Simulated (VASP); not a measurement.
Input of a VASP 6.6.1 run:

POSCAR

```
Gd
1.0
    0.0000000000      2.7854891700      2.7854891700
    2.7854891700      0.0000000000      2.7854891700
    2.7854891700      2.7854891700      0.0000000000
Gd
1
Direct
    0.0000000000      0.0000000000      0.0000000000
```

Contents of INCAR.step1:

```
ALGO     = Normal         # electronic algorithm
EDIFF    = 1E-5           # SCF threshold, eV
ENCUT    = 520            # plane-wave cutoff, eV
GGA      = PE             # functional
ISMEAR   = 1              # smearing method
ISPIN    = 2              # spin polarisation
LASPH    = T              # aspherical terms in the spheres
LCHARG   = F              # write CHGCAR
LMAXMIX  = 6              # l up to which the mixer works
LORBIT   = 11             # projections on sites
LREAL    = F              # projectors in reciprocal space
LWAVE    = T              # write WAVECAR
MAGMOM   = 7              # initial moments
NBANDS   = 8              # bands
NELM     = 120            # most SCF steps
PREC     = Accurate       # precision mode
SIGMA    = 0.1            # smearing width, eV
```

INCAR.step2

```
ALGO     = Normal         # electronic algorithm
EDIFF    = 1E-6           # SCF threshold, eV
EDIFFG   = -0.05          # ionic threshold
ENCUT    = 520            # plane-wave cutoff, eV
GGA      = PE             # functional
HFSCREEN = 0.2            # screening, 1/A
IBRION   = 2              # ionic algorithm
ISIF     = 2              # what is computed and relaxed
ISMEAR   = 1              # smearing method
ISPIN    = 2              # spin polarisation
ISTART   = 1            
LASPH    = T              # aspherical terms in the spheres
LCHARG   = F              # write CHGCAR
LHFCALC  = T              # exact exchange
LMAXMIX  = 6              # l up to which the mixer works
LORBIT   = 11             # projections on sites
LREAL    = F              # projectors in reciprocal space
LWAVE    = F              # write WAVECAR
MAGMOM   = 7              # initial moments
NBANDS   = 8              # bands
NELM     = 120            # most SCF steps
NSW      = 60             # ionic steps
PREC     = Accurate       # precision mode
PRECFOCK = Fast         
SIGMA    = 0.1            # smearing width, eV
```

Contents of KPOINTS:

```
k-points
0
Gamma
  6 6 6
```

Potentials or basis: VASP PAW PBE potentials, release 64 (Gd_3), 4f in core.

Command:

```bash
$ cat potpaw_PBE.64/Gd_3/POTCAR > POTCAR
$ cp INCAR.step1 INCAR
$ mpirun -np 1 vasp_std > vasp.out
$ cp INCAR.step2 INCAR
$ mpirun -np 1 vasp_std > vasp.out
```

**Question.** Estimate the band gap on the k mesh.

**Answer.** None (metal or under the smearing width).

**Question.** What does it give for the net moment?

**Answer.** 0.22 μB per cell.

**Question.** Estimate the site moments.

**Answer.** Gd +0.11 μB.

Final structure:
```
CELL_PARAMETERS angstrom
0.00000 2.78549 2.78549
2.78549 0.00000 2.78549
2.78549 2.78549 0.00000
ATOMIC_POSITIONS crystal
Gd 0.00000 0.00000 0.00000
```

Caveat: the relaxation stopped at its first step, so nothing moved; spin-orbit coupling is left out, which moves the levels of the heavy elements; the 4f electrons are frozen in the core as for a trivalent ion, so they carry no moment and show no levels. The state reached can hang on the start; a lower one may exist.
